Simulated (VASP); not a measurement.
# Ni (Fm-3m) in VASP: further runs, part 2 of 2

VASP 6.6.1. Earlier steps stand in the parts before.

**3. Relaxation of cell and atoms, rev-vdW-DF2, collinear spin, ferromagnetic start**

This run uses another cell than the first one, of 10.94 Å³/atom, 1.006 times its volume.

Contents of INCAR:

```
PREC = Accurate ; ENCUT = 600
EDIFF = 1E-6 ; ISMEAR = 1
SIGMA = 0.1 ; LREAL = False
LASPH = True ; NELM = 150
ALGO = Normal ; ISIF = 3
LWAVE = False ; LCHARG = False
ISPIN = 2 ; MAGMOM = 2
LORBIT = 11 ; LMAXMIX = 4
GGA = MK ; LUSE_VDW = True
AGGAC = 0.0 ; PARAM1 = 0.1234
PARAM2 = 0.711357 ; ZAB_VDW = -1.8867
IBRION = 2 ; NSW = 90
EDIFFG = -0.01 ; AMIX = 0.2
BMIX = 1E-4 ; AMIX_MAG = 0.8
BMIX_MAG = 1E-4
```

Contents of KPOINTS:

```
Automatic mesh
0
Gamma
  18 18 18
```

Contents of POSCAR:

```
Ni
1.0
    0.0000000000      1.7619350000      1.7619350000
    1.7619350000      0.0000000000      1.7619350000
    1.7619350000      1.7619350000      0.0000000000
Ni
1
Direct
    0.0000000000      0.0000000000      0.0000000000
```

Potentials or basis: VASP PAW PBE potentials, release 64 (Ni).

Command:

```
cat potpaw_PBE.64/Ni/POTCAR > POTCAR
mpirun -np 1 vasp_std > vasp.out
```

OUTCAR:

```text
PREC = Accurate
   ENCUT = 600
   EDIFF = 1E-6
   ISMEAR = 1
   LREAL = False
   LASPH = True
   NELM = 150
   ISIF = 3
   ISPIN = 2
   LORBIT = 11
   GGA = MK
   IBRION = 2
   NSW = 90
   EDIFFG = -0.01
   AMIX = 0.2
   AMIX_MAG = 0.8

 ion  position               nearest neighbor table
   1  0.000  0.000  0.000-

  LATTYP: Found a face centered cubic cell.
 ALAT       =     3.5238700000

  Lattice vectors:

 A1 = (   0.0000000000,   1.7619350000,   1.7619350000)
 A2 = (   1.7619350000,   0.0000000000,   1.7619350000)
 A3 = (   1.7619350000,   1.7619350000,   0.0000000000)

Analysis of symmetry for initial positions (statically):
=====================================================================
 Subroutine PRICEL returns:
 Original cell was already a primitive cell.

 Routine SETGRP: Setting up the symmetry group for a
 face centered cubic supercell.

 Subroutine GETGRP returns: Found 48 space group operations
 (whereof 48 operations were pure point group operations)
 out of a pool of 48 trial point group operations.

The static configuration has the point symmetry O_h .

Analysis of symmetry for dynamics (positions and initial velocities):
=====================================================================
 Subroutine PRICEL returns:
 Original cell was already a primitive cell.

 Routine SETGRP: Setting up the symmetry group for a
 face centered cubic supercell.

 Subroutine GETGRP returns: Found 48 space group operations
 (whereof 48 operations were pure point group operations)
 out of a pool of 48 trial point group operations.

The dynamic configuration has the point symmetry O_h .

Analysis of structural, dynamic, and magnetic symmetry:
=====================================================================
 Subroutine PRICEL returns:
 Original cell was already a primitive cell.

 Routine SETGRP: Setting up the symmetry group for a
 face centered cubic supercell.

 Subroutine GETGRP returns: Found 48 space group operations
[... 140 lines left out ...]
   NGX =  9   NGY =  9   NGZ =  9

--------------------------------------- Ionic step        1  -------------------------------------------

 number of electron      10.0000010 magnetization       0.6112417

 Free energy of the ion-electron system (eV)
  ---------------------------------------------------
  ext. energy  EPLUGINS =         0.00000000
  ---------------------------------------------------
  free energy    TOTEN  =        -3.15017013 eV

  energy without entropy =       -3.15041863  energy(sigma->0) =       -3.15025296

------------------------ aborting loop because EDIFF is reached ----------------------------------------

  FORCE on cell =-STRESS in cart. coord.  units (eV):
  Direction    XX          YY          ZZ          XY          YZ          ZX
  --------------------------------------------------------------------------------------
  -------------------------------------------------------------------------------------
  Total       -0.3873879     -0.3873879     -0.3873879      0.0000000      0.0000000     -0.0000000
  in kB      -56.7357714    -56.7357714    -56.7357714      0.0000000      0.0000000     -0.0000000
  external PRESSURE =     -56.7357714 kB  Pullay stress =       0.0000000 kB
[... 61 lines left out ...]
--------------------------------------- Ionic step        3  -------------------------------------------

 number of electron      10.0000004 magnetization       0.6080076

 Free energy of the ion-electron system (eV)
  ---------------------------------------------------
  ext. energy  EPLUGINS =         0.00000000
  ---------------------------------------------------
  free energy    TOTEN  =        -3.15590612 eV

  energy without entropy =       -3.15620659  energy(sigma->0) =       -3.15600628

 E-fermi :   9.5397     XC(G=0): -13.4824

 val. band max:        9.5324206185   @ k =   0.4444   0.2222   0.0556
 cond. band min:       9.5436709832   @ k =   0.5000   0.4444   0.0556
 fundamental gap:      0.0112503647
 Fermi energy:         9.5396736655

 spin component 1

 k-point     1 :       0.0000    0.0000    0.0000
  band No.  band energies     occupation
      1       0.4090      1.00000
      2       7.0852      1.00000
      3       7.0852      1.00000
      4       7.0852      1.00000
      5       8.2845      1.00000
      6       8.2845      1.00000
      7      33.6084      0.00000
      8      37.5235      0.00000
      9      37.5235      0.00000
     10      37.5235      0.00000
[... 287 lines left out ...]
 k-point    24 :      -0.2222    0.0556    0.0000
  band No.  band energies     occupation
      1       2.6273      1.00000
      2       6.7033      1.00000
      3       7.3173      1.00000
      4       7.3651      1.00000
      5       8.1853      1.00000
      6       8.5111      1.00000
      7      24.7997      0.00000
      8      31.9347      0.00000
      9      35.4018      0.00000
     10      37.4447      0.00000

 [... further k-points ...]

 spin component 2

 k-point     1 :       0.0000    0.0000    0.0000
  band No.  band energies     occupation
      1       0.3969      1.00000
      2       7.7785      1.00000
      3       7.7785      1.00000
      4       7.7785      1.00000
      5       8.8444      1.00000
      6       8.8444      1.00000
      7      33.5020      0.00000
      8      37.5189      0.00000
      9      37.5189      0.00000
     10      37.5189      0.00000
[... 331 lines left out ...]
  energy  without entropy=       -3.1562065929  energy(sigma->0) =       -3.15600628

Total vdW correction in eV:      1.6504473

 reached required accuracy - stopping structural energy minimisation

 total charge

# of ion       s       p       d       tot
------------------------------------------
    1        0.509   0.516   8.343   9.368

 magnetization (x)

# of ion       s       p       d       tot
------------------------------------------
    1       -0.006  -0.023   0.643   0.614
```

OSZICAR:

```text
N       E                     dE             d eps       ncg     rms          rms(c)
DAV:   1     0.313695046510E+02    0.31370E+02   -0.55447E+03  7948   0.154E+03
DAV:   2    -0.317944502876E+01   -0.34549E+02   -0.32741E+02  7924   0.178E+02
[... 29 lines left out ...]
DAV:   4    -0.315651260713E+01    0.48438E-02   -0.23085E-03  8394   0.673E-01    0.215E-01
DAV:   5    -0.315587766983E+01    0.63494E-03   -0.80614E-04  8514   0.392E-01    0.723E-02
DAV:   6    -0.315588930140E+01   -0.11632E-04   -0.15217E-05 10448   0.457E-02    0.484E-02
DAV:   7    -0.315590336902E+01   -0.14068E-04   -0.75964E-06  7050   0.311E-02    0.264E-02
DAV:   8    -0.315590592457E+01   -0.25555E-05   -0.39580E-07  4328   0.705E-03    0.206E-03
DAV:   9    -0.315590611918E+01   -0.19462E-06   -0.23227E-07  3924   0.640E-03
   3 F= -.31559061E+01 E0= -.31560063E+01  d E =-.573599E-02  mag=     0.6080
```

CONTCAR:

```text
Ni
   1.00000000000000
     0.0000000000000000    1.7449721983678106    1.7449721983678106
     1.7449721983678106    0.0000000000000000    1.7449721983678106
     1.7449721983678106    1.7449721983678106   -0.0000000000000000
  Ni
     1
Direct
     0.0000000000000000    0.0000000000000000    0.0000000000000000

  0.00000000E+00  0.00000000E+00  0.00000000E+00
```

It took 3.9 min on 1 thread of AMD EPYC 7R43 (Zen 3), shared host; peak memory 0.24 GiB.

Results:

```
Free energy                                           : -3.1559 eV
Relaxed volume                                        : 10.63 Å³/atom
Relaxed cell                                          : a = 2.468 Å, b = 2.468 Å, c = 2.468 Å, α = 60.00°, β = 60.00°, γ = 60.00°
Space group after relaxing (to 0.05 Å)                : Fm-3m (No. 225)
Energy gained by relaxing                             : 5.7 meV/atom
Ionic steps                                           : 3
Pressure after relaxing                               : 0.0 GPa
Band gap on the k mesh                                : none (metal or under the smearing width)
Net moment                                            : 0.61 μB per cell
Site moments                                          : Ni +0.61 μB
Valence electrons inside the program's atomic spheres : Ni 9.37
```

The path:
```tsv
step	energy change (eV)	largest force (eV/Å)	pressure (GPa)	volume (Å³)
1	0.0000	0.0000	-5.67	10.94
2	-0.0003	0.0000	6.24	10.34
3	-0.0057	0.0000	0.00	10.63
```

Final structure:
```
Ni
1.0
     0.00000    1.74497    1.74497
     1.74497    0.00000    1.74497
     1.74497    1.74497    0.00000
Ni
1
Direct
  0.00000 0.00000 0.00000
```

Caveat: the PAW data sets were made with another functional, which shifts forces and pressure a little.
